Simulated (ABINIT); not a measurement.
The system is CoO.

```
Co O
1.0
    -1.50800    1.50800    2.10725
     1.50800   -1.50800    2.10725
     1.50800    1.50800   -2.10725
Co O
1 1
Direct
  0.00000 0.00000 0.00000
  0.50000 0.50000 0.00000
```

Base run:

| Item | Value |
| --- | --- |
| Program | ABINIT 10.8.3 (patched build) |
| Functional | PBE |
| Potentials or basis | JTH PAW PBE v2.0 |
| Cutoff | 707 eV |
| k mesh | 12 × 12 × 12 |
| Occupations | fermi-dirac, width 0.05 eV |
| Spin | collinear spin, ferromagnetic start |
| Starting moments | [2.0, 0.0] μB |

Its results: band gap on the k mesh none (metal or under the smearing width); pressure -0.4 GPa; net moment 2.91 μB per cell; site moments Co +2.56; O +0.28 μB.

Problem. The run is repeated on the same cell with these changes: functional from PBE to PBEsol. What comes out?

Solution. Band gap on the k mesh none (metal or under the smearing width); pressure -9.3 GPa; net moment 2.94 μB per cell; site moments Co +2.57; O +0.30 μB.

PBEsol binds more tightly than PBE, so the same cell stands under less pressure.

Caveats: a cell with one magnetic atom can't hold antiferromagnetic order, which such compounds often take; semilocal functionals often make such compounds metallic where correlation or magnetic order opens a gap, which also shifts bond lengths; the PAW data sets were made with another functional, which shifts forces and pressure a little (some runs).

Not every run made on this cell is shown here.
